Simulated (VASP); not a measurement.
# SiO2 (Quartz): input slips in a relaxation and what they do, part 2 of 2

Aim: see how common mistakes in a VASP relaxation show up, on SiO2 (Quartz). The starting structure is a measured crystal structure from the Crystallography Open Database. The first relaxation on each setting starts from this cell expanded by 3 % in volume.

VASP 6.6.1.

Results so far: reference 12.87 Å³ an atom; a leftover external pressure of 100 kbar 10.63 Å³ an atom.

## (4) Relaxation with one electron too many

Level of this step: PBEsol; plane waves and PAW (Si, O) (VASP).

A slip made on purpose: one electron too many. Against step 2 the input has NELECT = 49 (also changed: NELM).

The input, INCAR:

```
SYSTEM = SiO2
PREC = Accurate
ENCUT = 520
EDIFF = 1E-06
NELM = 60
ISMEAR = 0
SIGMA = 0.03
LREAL = .FALSE.
ALGO = Normal
GGA = PS
NBANDS = 33
LORBIT = 11
LWAVE = .FALSE.
LCHARG = .FALSE.
KPAR = 16
IBRION = 2
NSW = 50
ISIF = 3
EDIFFG = -0.006
NELECT = 49
```

The input, POSCAR:

```
SiO2
1.0
    4.9644744527      0.0000000000      0.0000000000
   -2.4822372263      4.2993609924      0.0000000000
    0.0000000000      0.0000000000      5.4626589287
Si O
3 6
Direct
    0.4697000000      0.4697000000      0.0000000000
    0.0000000000      0.5303000000      0.6666666667
    0.5303000000      0.0000000000      0.3333333333
    0.8538000000      0.2680000000      0.4523333333
    0.7320000000      0.5858000000      0.7856666667
    0.4142000000      0.1462000000      0.1190000000
    0.2680000000      0.8538000000      0.5476666667
    0.5858000000      0.7320000000      0.2143333333
    0.1462000000      0.4142000000      0.8810000000
```

The input, KPOINTS:

```
Automatic mesh
0
Gamma
6 6 4
0 0 0
```

Potentials, in the order of the species: Si and O (PBE family, release 64).

Run with:

```
mpirun -np 16 vasp_std
```

The log of the run:

```text
[... set-up lines as in an earlier step ...]
 entering main loop
       N       E                     dE             d eps       ncg     rms          rms(c)
DAV:   1     0.287881175306E+03    0.28788E+03   -0.25540E+04  1584   0.136E+03
DAV:   2    -0.559800636082E+02   -0.34386E+03   -0.33538E+03  2042   0.309E+02
DAV:   3    -0.757937063728E+02   -0.19814E+02   -0.19738E+02  2007   0.777E+01
DAV:   4    -0.760403511408E+02   -0.24664E+00   -0.24631E+00  1976   0.935E+00
DAV:   5    -0.760438276428E+02   -0.34765E-02   -0.34753E-02  1984   0.113E+00BRMIX: very serious problems
 the old and the new charge density differ
 old charge density:    48.00000 new   49.00000
BRMIX: very serious problems
 the old and the new charge density differ
 old charge density:    48.00000 new   49.00000
BRMIX: very serious problems
 the old and the new charge density differ
 old charge density:    48.00000 new   49.00000
BRMIX: very serious problems
 the old and the new charge density differ
 old charge density:    48.00000 new   49.00000
BRMIX: very serious problems
 the old and the new charge density differ
[...]
DAV:  13    -0.663266783826E+02   -0.27983E-06   -0.88085E-06  2008   0.157E-02
   1 F= -.66326678E+02 E0= -.66325665E+02  d E =-.663267E+02
[... from here on, the cycles between the ionic steps are left out ...]
   2 F= -.66649036E+02 E0= -.66647017E+02  d E =-.322357E+00
   3 F= -.67138561E+02 E0= -.67137827E+02  d E =-.811882E+00
   5 F= -.67418254E+02 E0= -.67417527E+02  d E =-.279694E+00
   7 F= -.67467349E+02 E0= -.67466374E+02  d E =-.328788E+00
   9 F= -.67505955E+02 E0= -.67504937E+02  d E =-.386059E-01
  11 F= -.67602408E+02 E0= -.67601477E+02  d E =-.964532E-01
  13 F= -.67688081E+02 E0= -.67687320E+02  d E =-.182126E+00
  15 F= -.67703813E+02 E0= -.67703082E+02  d E =-.157317E-01
  17 F= -.67715218E+02 E0= -.67714477E+02  d E =-.114057E-01
  19 F= -.67728430E+02 E0= -.67727677E+02  d E =-.132112E-01
  21 F= -.67727959E+02 E0= -.67727206E+02  d E =0.623919E-03
  23 F= -.67729465E+02 E0= -.67728713E+02  d E =-.186978E-03
  25 F= -.67729635E+02 E0= -.67728882E+02  d E =-.136936E-03
  27 F= -.67729641E+02 E0= -.67728887E+02  d E =-.143322E-03
  29 F= -.67729690E+02 E0= -.67728936E+02  d E =-.840823E-05
  30 F= -.67729692E+02 E0= -.67728938E+02  d E =-.103468E-04
[...]
reached required accuracy - stopping structural energy minimisation
```

It took 3.9 min on 16 MPI ranks of AMD EPYC 7R43, shared host; peak memory 5.1 GiB; 54 min of CPU time.

OUTCAR, selected parts (step 4):

```text
  Total       -0.0096907     -0.0096907     -0.0151065     -0.0000000     -0.0000000      0.0000000
  in kB       -0.1092874     -0.1092874     -0.1703644     -0.0000000     -0.0000000      0.0000000
  external PRESSURE =      -0.1296464 kB  Pullay stress =       0.0000000 kB

 POSITION                                       TOTAL-FORCE (eV/Angst)
 -----------------------------------------------------------------------------------
      1.33104      2.30543      0.00000         0.000385      0.000667      0.000000
      3.99355      2.30617      3.85684         0.000385     -0.000667      0.000000
      2.66294      0.00000      1.92842        -0.000771     -0.000000     -0.000000
      3.61363      0.98971      2.89101         0.002125     -0.000133      0.003226
      2.66109      2.63464      4.81942        -0.000947      0.001907      0.003226
      1.71281      0.98725      0.96259        -0.001178     -0.001774      0.003226
     -0.94970      3.62435      2.89425        -0.001178      0.001774     -0.003226
      0.95112      3.62189      0.96583         0.002125      0.000133     -0.003226
     -0.00142      1.97697      4.82267        -0.000947     -0.001907     -0.003226
 -----------------------------------------------------------------------------------
    total drift:                                0.000001      0.000000     -0.000000

  FREE ENERGIE OF THE ION-ELECTRON SYSTEM (eV)
  ---------------------------------------------------
  free  energy   TOTEN  =       -67.7296918728 eV

  energy  without entropy=      -67.7281848473  energy(sigma->0) =      -67.72893836

[... 2 parts as in an earlier step ...]

[... 2 further parts left out ...]
[key lines of the parts left out:]
E-fermi :   5.8843
```

With one electron too many the cell ends at 15.785 Å³ an atom, +22.62 % from the reference, in a cell of other symmetry than the reference's.

## (5) Relaxation with a k mesh far too coarse

A slip made on purpose: a k mesh far too coarse. Against step 2 the input has a 1×1×1 mesh (also changed: NELM, NCORE and KPAR).

INCAR, as its differences from that of step 4:

```diff
@@ -14,3 +14,3 @@
 LCHARG = .FALSE.
-KPAR = 16
+NCORE = 4
 IBRION = 2
@@ -19,2 +19 @@
 EDIFFG = -0.006
-NELECT = 49
```

POSCAR is that of step 4.

The input, KPOINTS:

```
Automatic mesh
0
Gamma
1 1 1
0 0 0
```

Run with:

```
mpirun -np 16 vasp_std
```

The log of the run:

```text
[banner, memory and clock lines left out]
running   16 mpi-ranks, on    1 nodes
[...]
[... a notice as in an earlier step ...]

 LDA part: xc-table for (Slater+PW92), standard interpolation
|                                                                             |
|           W    W    AA    RRRRR   N    N  II  N    N   GGGG   !!!           |
|           W    W   A  A   R    R  NN   N  II  NN   N  G    G  !!!           |
|           W    W  A    A  R    R  N N  N  II  N N  N  G       !!!           |
|           W WW W  AAAAAA  RRRRR   N  N N  II  N  N N  G  GGG   !            |
|           WW  WW  A    A  R   R   N   NN  II  N   NN  G    G                |
|           W    W  A    A  R    R  N    N  II  N    N   GGGG   !!!           |
|                                                                             |
|     The number of bands has been changed from the values supplied in        |
|     The orbitals not found in the WAVECAR file will be initialized with     |
|     random numbers, which is usually adequate. For correlated               |
[...]
DAV:  13    -0.733836055422E+02   -0.27463E-05   -0.85919E-06    80   0.150E-02    0.483E-03
DAV:  14    -0.733836060721E+02   -0.52990E-06   -0.48140E-07    64   0.353E-03
   1 F= -.73383606E+02 E0= -.73383606E+02  d E =-.733836E+02
[... from here on, the cycles between the ionic steps are left out ...]
   2 F= -.73406682E+02 E0= -.73406682E+02  d E =-.230763E-01
   4 F= -.73551900E+02 E0= -.73551900E+02  d E =-.949612E-01
   7 F= -.73593571E+02 E0= -.73593571E+02  d E =-.888673E-02
  10 F= -.73628831E+02 E0= -.73628831E+02  d E =-.352603E-01
  13 F= -.73637155E+02 E0= -.73637155E+02  d E =-.487519E-02
  16 F= -.73652882E+02 E0= -.73652882E+02  d E =-.206025E-01
  19 F= -.73656055E+02 E0= -.73656055E+02  d E =-.317224E-02
  22 F= -.73660903E+02 E0= -.73660903E+02  d E =-.377812E-02
  25 F= -.73661490E+02 E0= -.73661490E+02  d E =-.164353E-03
  28 F= -.73662428E+02 E0= -.73662428E+02  d E =-.110227E-02
  31 F= -.73662491E+02 E0= -.73662491E+02  d E =-.273173E-04
  34 F= -.73662548E+02 E0= -.73662548E+02  d E =-.571211E-04
  37 F= -.73662581E+02 E0= -.73662581E+02  d E =-.115958E-04
  39 F= -.73662599E+02 E0= -.73662599E+02  d E =-.776297E-05
  40 F= -.73662612E+02 E0= -.73662612E+02  d E =-.210967E-04
[...]
reached required accuracy - stopping structural energy minimisation
```

The job ended after 15 s (16 MPI ranks; peak memory 1.6 GiB).

From OUTCAR (step 5):

```text
  Total        0.0086609      0.0086609      0.0245201      0.0000000      0.0000000     -0.0000000
  in kB        0.1307950      0.1307950      0.3702986      0.0000000      0.0000000     -0.0000000
  external PRESSURE =       0.2106295 kB  Pullay stress =       0.0000000 kB

 POSITION                                       TOTAL-FORCE (eV/Angst)
 -----------------------------------------------------------------------------------
      1.10402      1.91223      0.00000        -0.001467     -0.002540     -0.000000
      3.50835      2.25218      3.53193        -0.001467      0.002540     -0.000000
      2.60060     -0.00000      1.76597         0.002933     -0.000000     -0.000000
      3.57772      1.15904      2.31456         0.000003     -0.003137     -0.000117
      2.01603      2.51888      4.08053         0.002716      0.001571     -0.000117
      1.61922      0.48649      0.54860        -0.002719      0.001566     -0.000117
     -0.78511      3.67792      2.98334        -0.002719     -0.001566      0.000117
      1.17340      3.00537      1.21737         0.000003      0.003137      0.000117
     -0.38829      1.64553      4.74930         0.002716     -0.001571      0.000117
 -----------------------------------------------------------------------------------
    total drift:                               -0.000000     -0.000000      0.000000

  FREE ENERGIE OF THE ION-ELECTRON SYSTEM (eV)
  ---------------------------------------------------
  free  energy   TOTEN  =       -73.6626123412 eV

  energy  without entropy=      -73.6626123412  energy(sigma->0) =      -73.66261234

[... 1 part as in an earlier step ...]

[... 3 further parts left out ...]
[key lines of the parts left out:]
E-fermi :   1.5082
```

With a k mesh far too coarse the cell ends at 11.788 Å³ an atom, -8.43 % from the reference; the bulk modulus is 59.2 GPa against 34.6 GPa.

## (6) Relaxation with too few ionic steps

A slip made on purpose: too few ionic steps. Against step 2 the input has NSW = 2 (also changed: NELM).

INCAR, as its differences from that of step 5:

```diff
@@ -14,5 +14,5 @@
 LCHARG = .FALSE.
-NCORE = 4
+KPAR = 16
 IBRION = 2
-NSW = 50
+NSW = 2
 ISIF = 3
```

POSCAR is that of step 5.

The input, KPOINTS:

```
Automatic mesh
0
Gamma
6 6 4
0 0 0
```

Run with:

```
mpirun -np 16 vasp_std
```

The log of the run:

```text
[... set-up lines as in an earlier step ...]
 entering main loop
       N       E                     dE             d eps       ncg     rms          rms(c)
[... 14 cycles as in an earlier step ...]
   1 F= -.74001521E+02 E0= -.74001521E+02  d E =-.740015E+02
[...]
N       E                     dE             d eps       ncg     rms          rms(c)
[... 7 cycles as in an earlier step ...]
   2 F= -.74000343E+02 E0= -.74000343E+02  d E =0.117732E-02
 trial-energy change:    0.001177  1 .order    0.001222   -0.009001    0.011446
 step:   0.4435(harm=  0.4402)  dis= 0.00081  next Energy=   -74.003520 (dE=-0.200E-02)
```

Wall time 26 s (16 MPI ranks); peak memory 4.5 GiB.

OUTCAR, selected parts (step 6):

```text
  Total        0.9590694      0.9590694      0.9365948      0.0000000      0.0000000     -0.0000000
  in kB       13.3325320     13.3325320     13.0201008      0.0000000      0.0000000     -0.0000000
  external PRESSURE =      13.2283883 kB  Pullay stress =       0.0000000 kB

 POSITION                                       TOTAL-FORCE (eV/Angst)
 -----------------------------------------------------------------------------------
      1.16220      2.01300     -0.00000         0.007914      0.013708      0.000000
      3.63515      2.27027      3.62691         0.007914     -0.013708      0.000000
      0.14854      4.28327      1.81345        -0.015828      0.000000      0.000000
      3.55927      1.14626      2.46190         0.097016     -0.020302     -0.039975
      2.17357      2.50929      4.27535        -0.030926      0.094169     -0.039975
      1.68600      0.62772      0.64844        -0.066090     -0.073867     -0.039975
     -0.78694      3.65554      2.97847        -0.066090      0.073867      0.039975
      1.08632      3.13701      1.16501         0.097016      0.020302      0.039975
     -0.29938      1.77398      4.79192        -0.030926     -0.094169      0.039975
 -----------------------------------------------------------------------------------
    total drift:                                0.000000      0.000001     -0.000000

  FREE ENERGIE OF THE ION-ELECTRON SYSTEM (eV)
  ---------------------------------------------------
  free  energy   TOTEN  =       -74.0003432055 eV

  energy  without entropy=      -74.0003432055  energy(sigma->0) =      -74.00034321

[... 1 part as in an earlier step ...]

[... 2 further parts left out ...]
[key lines of the parts left out:]
E-fermi :   1.0564
```

The relaxation used up its 2 ionic steps (NSW) before forces and stress met EDIFFG.

## (7) The runs compared

| run | ended | volume (Å³/atom) | change (%) | bulk modulus (GPa) | pressure left (GPa) | core minutes |
| --- | --- | --- | --- | --- | --- | --- |
| reference | converged | 12.874 | - | 34.6 | 0.02 | 15.5 |
| a leftover external pressure of 100 kbar | converged | 10.625 | -17.47 | - | 10.0 | 73.1 |
| one electron too many | converged | 15.785 | 22.62 | - | -0.01 | 62.1 |
| a k mesh far too coarse | converged | 11.788 | -8.43 | 59.2 | 0.02 | 4.05 |
| too few ionic steps | not converged | - | - | - | - | 6.93 |

Core minutes are wall time times ranks, summed over the relaxations behind a row (those for a bulk modulus apart), on shared hosts.

## (8) Outcome

```yaml
volume_of_the_reference: 12.87 Å³/atom
volume_against_the_reference_a_leftover_external_pressure_of_100_kbar: -17.47 %
volume_against_the_reference_one_electron_too_many: +22.62 %
volume_against_the_reference_a_k_mesh_far_too_coarse: -8.43 %
run_with_too_few_ionic_steps: not converged
```

What this shows: The run with too few ionic steps didn't converge. Finished, but with signs in the output that stand out against the reference: a leftover external pressure of 100 kbar, with the volume changed by -17.5 %, a by -7.2 %, b by -7.2 % and c by -4.1 % (signs: the Pulay stress that OUTCAR prints, which here is the typed pressure); one electron too many, with the volume changed by +22.6 %, in a cell of other symmetry than the reference's (signs: a warning on the charge density and 19.2 GPa at the first ionic step (reference: -1.0 GPa)). Finished, and of the signs looked for here (warnings, stress, forces, entropy, moments, translations away from zero, imaginary modes) none stands out against the reference by the marks set here, though the cell is off: a k mesh far too coarse, with the volume changed by -8.4 %. Further runs on this material are not shown.

[Lines on the potential files, build, host, timing and source positions are cut from VASP's logs without a mark.]

[Logs are printed without paths, hosts, clocks, repeated set-up lines and the standing remarks that a program may print on its own settings, such as how far it seeks lower states.]

[Hosts, paths, dates, database ids (printed as entryN), source tags and the programs' standing remarks are cut or masked in the printed files.]
